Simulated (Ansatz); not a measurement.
# Si on Cu(100): change of the work function, part 2 of 4

How does Si on the hollow site change the work function of Cu(100) as the layer fills?

Ansatz 0.2.0; plane-wave DFT, PBE, Ansatz PAW.

So far, work function, upper face (eV): step 2 (the clean slab) 4.57.

### Step 3. The covered slab, k-mesh 4×4×1, coverage 0.111 ML

System of this step: Si/Cu(100). The cell holds 37 atoms: 36 Cu and 1 Si. Cell: a = 7.658 Å, b = 7.658 Å, c = 25.152 Å, α = 90.0°, β = 90.0°, γ = 90.0°. Vacuum lies along c.

The clean slab as it ended is repeated in the plane and the adsorbate is set on one face; the cell's size fixes the coverage, and the k-mesh shrinks with it to keep the sampling density about even. Adsorbate and upper layers relax, since the dipole depends on the height.

File input.yaml:

```yaml
crystal:
  lattice:
    - [7.6579664403, 0.0, 0.0]
    - [0.0, 7.6579664403, 0.0]
    - [0.0, 0.0, 25.1518907564]
  atoms:
    - { symbol: Cu, position: [0.1666666667, 0.1666666667, 0.3578259816] }
    - { symbol: Cu, position: [0.0, 0.0, 0.4295899702] }
    - { symbol: Cu, position: [0.1666666667, 0.1666666667, 0.5025995848] }
    - { symbol: Cu, position: [0.0, 0.0, 0.5732360044] }
    - { symbol: Cu, position: [0.1666666667, 0.5, 0.3578259816] }
    - { symbol: Cu, position: [0.0, 0.3333333333, 0.4295899702] }
    - { symbol: Cu, position: [0.1666666667, 0.5, 0.5025995848] }
    - { symbol: Cu, position: [0.0, 0.3333333333, 0.5732360044] }
    - { symbol: Cu, position: [0.1666666667, 0.8333333333, 0.3578259816] }
    - { symbol: Cu, position: [0.0, 0.6666666667, 0.4295899702] }
    - { symbol: Cu, position: [0.1666666667, 0.8333333333, 0.5025995848] }
    - { symbol: Cu, position: [0.0, 0.6666666667, 0.5732360044] }
    - { symbol: Cu, position: [0.5, 0.1666666667, 0.3578259816] }
    - { symbol: Cu, position: [0.3333333333, 0.0, 0.4295899702] }
    - { symbol: Cu, position: [0.5, 0.1666666667, 0.5025995848] }
    - { symbol: Cu, position: [0.3333333333, 0.0, 0.5732360044] }
    - { symbol: Cu, position: [0.5, 0.5, 0.3578259816] }
    - { symbol: Cu, position: [0.3333333333, 0.3333333333, 0.4295899702] }
    - { symbol: Cu, position: [0.5, 0.5, 0.5025995848] }
    - { symbol: Cu, position: [0.3333333333, 0.3333333333, 0.5732360044] }
    - { symbol: Cu, position: [0.5, 0.8333333333, 0.3578259816] }
    - { symbol: Cu, position: [0.3333333333, 0.6666666667, 0.4295899702] }
    - { symbol: Cu, position: [0.5, 0.8333333333, 0.5025995848] }
    - { symbol: Cu, position: [0.3333333333, 0.6666666667, 0.5732360044] }
    - { symbol: Cu, position: [0.8333333333, 0.1666666667, 0.3578259816] }
    - { symbol: Cu, position: [0.6666666667, 0.0, 0.4295899702] }
    - { symbol: Cu, position: [0.8333333333, 0.1666666667, 0.5025995848] }
    - { symbol: Cu, position: [0.6666666667, 0.0, 0.5732360044] }
    - { symbol: Cu, position: [0.8333333333, 0.5, 0.3578259816] }
    - { symbol: Cu, position: [0.6666666667, 0.3333333333, 0.4295899702] }
    - { symbol: Cu, position: [0.8333333333, 0.5, 0.5025995848] }
    - { symbol: Cu, position: [0.6666666667, 0.3333333333, 0.5732360044] }
    - { symbol: Cu, position: [0.8333333333, 0.8333333333, 0.3578259816] }
    - { symbol: Cu, position: [0.6666666667, 0.6666666667, 0.4295899702] }
    - { symbol: Cu, position: [0.8333333333, 0.8333333333, 0.5025995848] }
    - { symbol: Cu, position: [0.6666666667, 0.6666666667, 0.5732360044] }
    - { symbol: Si, position: [0.1666666667, 0.1666666667, 0.6421740184] }
kpoints:
  mp_grid: { grid: [4, 4, 1] }
hamiltonian:
  xc: pbe
scf:
  occupations: { method: fermi_dirac, width: 0.1 }
  convergence: { dr2_threshold: 1.0e-08 }
efield:
  axis: 3
  dipole_correction: true
  ramp_position: 0.97
  ramp_width: 0.06
relax:
  f_tol: 0.02
  max_steps: 60
  constraints:
    - { sites: [0, 1, 4, 5, 8, 9, 12, 13, 16, 17, 20, 21, 24, 25, 28, 29, 32, 33] }
output:
  write_potential: true
  write_density: true
  volumetric_format: npy
```

Command:

```sh
$ ansatz run input.yaml --threads 4 --pin off --max-ram 16384MiB --backend cpu --events-out ev --progress --plain --runs-dir out
```

Numbers of over 12 decimals in the logs are rounded to 6 here.

Output:

```text
[...]
Crystal: 37 atoms, lattice volume = 1475.019 Å³
Basis set: ecut = 420 eV, 28841 PW (Γ), exchange–correlation on 108×108×360 points (8 copies of the dense FFT grid, shifted against one another)
Bands: 413, of which v1, the nominal top of the filled ones, is band 344 counted from 1 (343 counted from 0)
Symmetry: 8 space group operations
[...]
k-points: 6 of 16
[...]
SCF iter   1: F=—  HF=-239130.983340 eV  |F-HF|=—  |Δ(HF+E_count)|=         —  Δρ=1.97e-3  dr2=2.69e-1  ethr=1.77e-3  p=-0.069 e·Å  D=-8.47e-3 V/Å  ΔV_dip=0.21 eV  dr2_dipole=5.64e-2  V_vac-E_F(+/−)=4.64/4.43 eV  ⟨swp⟩=8.8  Hψ=11410  notcnv=0  defer=172
[...]
SCF iter  13: F=-239130.991663 eV  HF=-239130.991663 eV  |F-HF|=2.17e-8  |Δ(HF+E_count)|=   7.93e-8  Δρ=5.42e-7  dr2=3.62e-9  ethr=1.45e-12  p=-0.057 e·Å  D=-6.94e-3 V/Å  ΔV_dip=0.17 eV  dr2_dipole=1.64e-10  V_vac-E_F(+/−)=4.72/4.55 eV  ⟨swp⟩=7.3  Hψ=15687  notcnv=0
SCF 1 converged in 13 iterations: F = -239130.991663 eV  dr2 = 3.62e-9
[...]
relax step   1: F+E_penalty+E_count = -239130.99166304 eV  Δ(F+E_penalty+E_count) = +0.000e0 eV  max|allowed force component| = 1.640e0 eV/Å  Δτ_max = 0.0000 Å  (13 SCF iters, accepted)
[...]
SCF iter  11: F=-239131.186337 eV  HF=-239131.186337 eV  |F-HF|=5.42e-8  |Δ(HF+E_count)|=   1.10e-7  Δρ=7.51e-7  dr2=7.65e-9  ethr=1.45e-12  p=-0.063 e·Å  D=-7.76e-3 V/Å  ΔV_dip=0.20 eV  dr2_dipole=3.70e-10  V_vac-E_F(+/−)=4.73/4.54 eV  ⟨swp⟩=7.3  Hψ=17025  notcnv=0
SCF 2 converged in 11 iterations: F = -239131.186337 eV  dr2 = 7.65e-9
[...]
relax step   2: F+E_penalty+E_count = -239131.18633671 eV  Δ(F+E_penalty+E_count) = -1.947e-1 eV  max|allowed force component| = 1.016e0 eV/Å  Δτ_max = 0.1296 Å  (11 SCF iters, accepted)
SCF iter   1: F=—  HF=-239131.333523 eV  |F-HF|=—  |Δ(HF+E_count)|=         —  Δρ=2.44e-3  dr2=1.03e-1  ethr=2.09e-4  p=-0.063 e·Å  D=-7.76e-3 V/Å  ΔV_dip=0.20 eV  dr2_dipole=7.96e-3  V_vac-E_F(+/−)=4.74/4.55 eV  ⟨swp⟩=5.3  Hψ=6315  notcnv=0  defer=273
[...]
SCF iter  13: F=-239131.306792 eV  HF=-239131.306792 eV  |F-HF|=2.68e-8  |Δ(HF+E_count)|=   1.22e-8  Δρ=4.96e-7  dr2=3.32e-9  ethr=1.45e-12  p=-0.068 e·Å  D=-8.29e-3 V/Å  ΔV_dip=0.21 eV  dr2_dipole=1.61e-10  V_vac-E_F(+/−)=4.73/4.52 eV  ⟨swp⟩=8.3  Hψ=14878  notcnv=0
SCF 3 converged in 13 iterations: F = -239131.306792 eV  dr2 = 3.32e-9
[...]
relax step   3: F+E_penalty+E_count = -239131.30679182 eV  Δ(F+E_penalty+E_count) = -1.205e-1 eV  max|allowed force component| = 1.108e-1 eV/Å  Δτ_max = 0.1841 Å  (13 SCF iters, accepted)
[...]
relax step   4: F+E_penalty+E_count = -239131.31355596 eV  Δ(F+E_penalty+E_count) = -6.764e-3 eV  max|allowed force component| = 5.255e-2 eV/Å  Δτ_max = 0.0232 Å  (11 SCF iters, accepted)
SCF iter   1: F=—  HF=-239131.313979 eV  |F-HF|=—  |Δ(HF+E_count)|=         —  Δρ=3.38e-4  dr2=9.46e-4  ethr=1.76e-6  p=-0.069 e·Å  D=-8.49e-3 V/Å  ΔV_dip=0.21 eV  dr2_dipole=1.26e-5  V_vac-E_F(+/−)=4.74/4.52 eV  ⟨swp⟩=3.2  Hψ=5375  notcnv=0  defer=261
[...]
SCF iter   9: F=-239131.314274 eV  HF=-239131.314274 eV  |F-HF|=1.77e-8  |Δ(HF+E_count)|=   5.31e-8  Δρ=3.87e-7  dr2=2.37e-9  ethr=1.45e-12  p=-0.070 e·Å  D=-8.55e-3 V/Å  ΔV_dip=0.21 eV  dr2_dipole=1.29e-13  V_vac-E_F(+/−)=4.74/4.52 eV  ⟨swp⟩=7.3  Hψ=17753  notcnv=0
SCF 5 converged in 9 iterations: F = -239131.314274 eV  dr2 = 2.37e-9
relax step   5: F+E_penalty+E_count = -239131.31427376 eV  Δ(F+E_penalty+E_count) = -7.178e-4 eV  max|allowed force component| = 6.282e-3 eV/Å  Δτ_max = 0.0099 Å  (9 SCF iters, accepted)
NSCF: frozen V_eff on 6 k-points
the search or the solves at the SCF's close seem to have found levels that the self-consistency loop had missed (the run counts 1). By its estimate they hold under 1e-12 electrons; where the run keeps them, the occupations were computed again with them
[...]
SCF converged after 9 iterations
Free energy (F): -239131.314274 eV
[...]
Internal energy: -239130.839350 eV  (E = F + TS)
E sigma→0 (E₀):  -239131.076812 eV
Entropy (-TS):   -0.474924 eV (-12.836 meV/atom)
Fermi energy:    1.717457 eV
Dipole field:    D = -0.008545 V/Å  (p = -0.069656 e·Å, saw-weighted, corrected)
Work function:   Φ+ = 4.7355 eV   Φ− = 4.5205 eV
[...]
--- Forces (eV/Å), atoms counted from 1 ---
  atom   1  Cu     0.00000000     0.00000000     0.13581878
  atom   2  Cu    -0.00175777    -0.00175777    -0.11544138
  atom   3  Cu     0.00000000     0.00000000     0.00628183
  atom   4  Cu     0.00096325     0.00096325     0.00380901
  atom   5  Cu     0.00000000    -0.01900251     0.12505289
  atom   6  Cu    -0.00175777     0.00175777    -0.11544138
  atom   7  Cu     0.00000000     0.00085240    -0.00405821
  atom   8  Cu     0.00096325    -0.00096325     0.00380901
  atom   9  Cu     0.00000000     0.01900251     0.12505289
  atom  10  Cu     0.04196726     0.00000000    -0.08961812
  atom  11  Cu     0.00000000    -0.00085240    -0.00405821
  atom  12  Cu    -0.00000332     0.00000000    -0.00253659
  atom  13  Cu    -0.01900251     0.00000000     0.12505289
  atom  14  Cu     0.00175777    -0.00175777    -0.11544138
  atom  15  Cu     0.00085240     0.00000000    -0.00405821
  atom  16  Cu    -0.00096325     0.00096325     0.00380901
  atom  17  Cu     0.01772958     0.01772958     0.10470932
  atom  18  Cu     0.00175777     0.00175777    -0.11544138
  atom  19  Cu     0.00374469     0.00374469     0.00265569
  atom  20  Cu    -0.00096325    -0.00096325     0.00380901
  atom  21  Cu     0.01772958    -0.01772958     0.10470932
  atom  22  Cu    -0.04196726     0.00000000    -0.08961812
  atom  23  Cu     0.00374469    -0.00374469     0.00265569
  atom  24  Cu     0.00000332     0.00000000    -0.00253659
  atom  25  Cu     0.01900251     0.00000000     0.12505289
  atom  26  Cu     0.00000000     0.04196726    -0.08961812
  atom  27  Cu    -0.00085240     0.00000000    -0.00405821
  atom  28  Cu     0.00000000    -0.00000332    -0.00253659
  atom  29  Cu    -0.01772958     0.01772958     0.10470932
  atom  30  Cu     0.00000000    -0.04196726    -0.08961812
  atom  31  Cu    -0.00374469     0.00374469     0.00265569
  atom  32  Cu     0.00000000     0.00000332    -0.00253659
  atom  33  Cu    -0.01772958    -0.01772958     0.10470932
  atom  34  Cu    -0.00000000     0.00000000    -0.23462210
  atom  35  Cu    -0.00374469    -0.00374469     0.00265569
  atom  36  Cu    -0.00000000     0.00000000    -0.00247484
  atom  37  Si     0.00000000     0.00000000    -0.00326769
  max |Σ_I F_I| component: 2.64e-5 eV/Å
--- Band table (eV; the first three rows and the last of 6) ---
  k-point 0: bands = [... 340 lower, 0.9395, 0.9395, 1.1865, 1.2637, 1.6516, 1.6516, 1.6748, 1.8398, ... 65 higher]
  k-point 1: bands = [... 340 lower, 0.9738, 1.2493, 1.3663, 1.5105, 1.5158, 1.7179, 1.8105, 2.2695, ... 65 higher]
  k-point 2: bands = [... 340 lower, 1.3204, 1.4548, 1.4783, 1.5152, 1.6906, 2.0326, 2.0644, 2.1320, ... 65 higher]
  k-point 5: bands = [... 340 lower, 1.9412, 1.9472, 1.9472, 1.9498, 1.9695, 2.0957, 2.0957, 2.2161, ... 65 higher]
--- Relaxed structure (5 steps of the walk, 5 accepted, 0 SCFs on fresh bases) ---
  F+E_penalty+E_count = -239131.31427376 eV   max|allowed force component| = 6.282e-3 eV/Å
  atoms:
    - { symbol: Cu, position: [0.166667, 0.166667, 0.3578259816] }
    - { symbol: Cu, position: [1.6666659794015235e-11, 1.6666659794015235e-11, 0.429590] }
    - { symbol: Cu, position: [0.166667, 0.166667, 0.502383] }
    - { symbol: Cu, position: [-0.00603409, -0.00603409, 0.575270] }
    - { symbol: Cu, position: [0.166667, 0.500000, 0.3578259816] }
    - { symbol: Cu, position: [1.6666659794015235e-11, 0.333333, 0.429590] }
    - { symbol: Cu, position: [0.166667, 0.498547, 0.502765] }
    - { symbol: Cu, position: [-0.00603409, 0.339367, 0.575270] }
    - { symbol: Cu, position: [0.166667, 0.833333, 0.3578259816] }
    - { symbol: Cu, position: [1.6666659794015235e-11, 0.666667, 0.429590] }
    - { symbol: Cu, position: [0.166667, 0.834786, 0.502765] }
    - { symbol: Cu, position: [-0.000401072, 0.666667, 0.572850] }
    - { symbol: Cu, position: [0.500000, 0.166667, 0.3578259816] }
    - { symbol: Cu, position: [0.333333, 1.6666659794015235e-11, 0.429590] }
    - { symbol: Cu, position: [0.498547, 0.166667, 0.502765] }
    - { symbol: Cu, position: [0.339367, -0.00603409, 0.575270] }
    - { symbol: Cu, position: [0.500000, 0.500000, 0.3578259816] }
    - { symbol: Cu, position: [0.333333, 0.333333, 0.429590] }
    - { symbol: Cu, position: [0.500176, 0.500176, 0.502219] }
    - { symbol: Cu, position: [0.339367, 0.339367, 0.575270] }
    - { symbol: Cu, position: [0.500000, 0.833333, 0.3578259816] }
    - { symbol: Cu, position: [0.333333, 0.666667, 0.429590] }
    - { symbol: Cu, position: [0.500176, 0.833157, 0.502219] }
    - { symbol: Cu, position: [0.333734, 0.666667, 0.572850] }
    - { symbol: Cu, position: [0.833333, 0.166667, 0.3578259816] }
    - { symbol: Cu, position: [0.666667, 1.6666659794015235e-11, 0.429590] }
    - { symbol: Cu, position: [0.834786, 0.166667, 0.502765] }
    - { symbol: Cu, position: [0.666667, -0.000401072, 0.572850] }
    - { symbol: Cu, position: [0.833333, 0.500000, 0.3578259816] }
    - { symbol: Cu, position: [0.666667, 0.333333, 0.429590] }
    - { symbol: Cu, position: [0.833157, 0.500176, 0.502219] }
    - { symbol: Cu, position: [0.666667, 0.333734, 0.572850] }
    - { symbol: Cu, position: [0.833333, 0.833333, 0.3578259816] }
    - { symbol: Cu, position: [0.666667, 0.666667, 0.429590] }
    - { symbol: Cu, position: [0.833157, 0.833157, 0.502219] }
    - { symbol: Cu, position: [0.666667, 0.666667, 0.572702] }
    - { symbol: Si, position: [0.166667, 0.166667, 0.629030] }
```

The job ended after 16 min (4 threads of Intel Xeon Platinum 8259CL at 2.50GHz (Skylake/Cascade Lake), shared host; peak memory 11 GiB; 63 min of CPU time).

Step by step:

```tsv
step	energy less that of the first step (eV)	largest force component (eV/Å)
1	0.0000	1.6398
2	-0.1947	1.0159
3	-0.3151	0.1108
4	-0.3219	0.0525
5	-0.3226	0.0063
```

Forces are held to the 8 operations that the run works with; a distortion that breaks them can't arise in this run.

The atoms that moved most (Å):

```tsv
atom	dx	dy	dz	length
Si37	0.000	0.000	-0.331	0.331
Cu4	-0.046	-0.046	0.051	0.083
Cu16	0.046	-0.046	0.051	0.083
Cu8	-0.046	0.046	0.051	0.083
Cu20	0.046	0.046	0.051	0.083
Cu36	0.000	0.000	-0.013	0.013
Cu27	0.011	0.000	0.004	0.012
Cu11	0.000	0.011	0.004	0.012
```

The relaxed structure:

```
Cu Si
1.0
     7.65797    0.00000    0.00000
     0.00000    7.65797    0.00000
     0.00000    0.00000   25.15189
Cu Si
36 1
Cartesian
  1.2763 1.2763 9.0000
  0.0000 0.0000 10.8050
  1.2763 1.2763 12.6359
  -0.0462 -0.0462 14.4691
  1.2763 3.8290 9.0000
  0.0000 2.5527 10.8050
  1.2763 3.8179 12.6455
  -0.0462 2.5989 14.4691
  1.2763 6.3816 9.0000
  0.0000 5.1053 10.8050
  1.2763 6.3928 12.6455
  -0.0031 5.1053 14.4083
  3.8290 1.2763 9.0000
  2.5527 0.0000 10.8050
  3.8179 1.2763 12.6455
  2.5989 -0.0462 14.4691
  3.8290 3.8290 9.0000
  2.5527 2.5527 10.8050
  3.8303 3.8303 12.6318
  2.5989 2.5989 14.4691
  3.8290 6.3816 9.0000
  2.5527 5.1053 10.8050
  3.8303 6.3803 12.6318
  2.5557 5.1053 14.4083
  6.3816 1.2763 9.0000
  5.1053 0.0000 10.8050
  6.3928 1.2763 12.6455
  5.1053 -0.0031 14.4083
  6.3816 3.8290 9.0000
  5.1053 2.5527 10.8050
  6.3803 3.8303 12.6318
  5.1053 2.5557 14.4083
  6.3816 6.3816 9.0000
  5.1053 5.1053 10.8050
  6.3803 6.3803 12.6318
  5.1053 5.1053 14.4045
  1.2763 1.2763 15.8213
```

Numbers from this step:

| Property | Result |
| --- | --- |
| energy at zero smearing | -239131.0768 eV |
| work function, upper face | 4.735 eV |
| work function, lower face | 4.521 eV |
| dipole along the normal | -0.06966 e·Å |
| step between the vacuum levels | 0.2149 eV |

Running mean over 1.805 Å of the planar mean; the ramp of the sawtooth is left out. The electron's electrostatic potential energy less the Fermi level by z:

z (Å), electron's electrostatic potential energy less the Fermi level (eV) and a bar from the least value:
```
        4       4.52 ##############################
        5       4.52 ##############################
        6       4.48 #############################
        7       4.05 ############################
        8      -1.47 ################
        9      -8.31 #
       10      -8.73 
       11      -8.74 
       12      -8.57 #
       13      -8.83 
       14      -8.78 
       15      -6.53 #####
       16       1.64 #######################
       17       4.05 ############################
       18       4.68 ##############################
       19       4.73 ##############################
       20       4.74 ##############################
       21       4.74 ##############################
       22       4.74 ##############################
```

The relaxation took 5 steps and lowered the energy by 0.32 eV; the largest force on the free atoms ends at 0.0063 eV/Å.

The covered face has 4.74 eV, +0.16 eV against the clean one; the bare back face has moved by -0.06 eV, a measure of how thin the slab is.

[end of part 2 of 4]

[Logs are printed without paths, hosts, clocks, repeated set-up lines and the standing remarks that a program may print on its own settings, such as how far it seeks lower states.]

[Hosts, paths, dates, database ids (printed as entryN), source tags and the programs' standing remarks are cut or masked in the printed files.]

[Maps of the electrostatic potential energy from Ansatz leave out the sawtooth potential of an applied field or a dipole correction, so their vacuum need not be flat; planar profiles and work functions include it.]
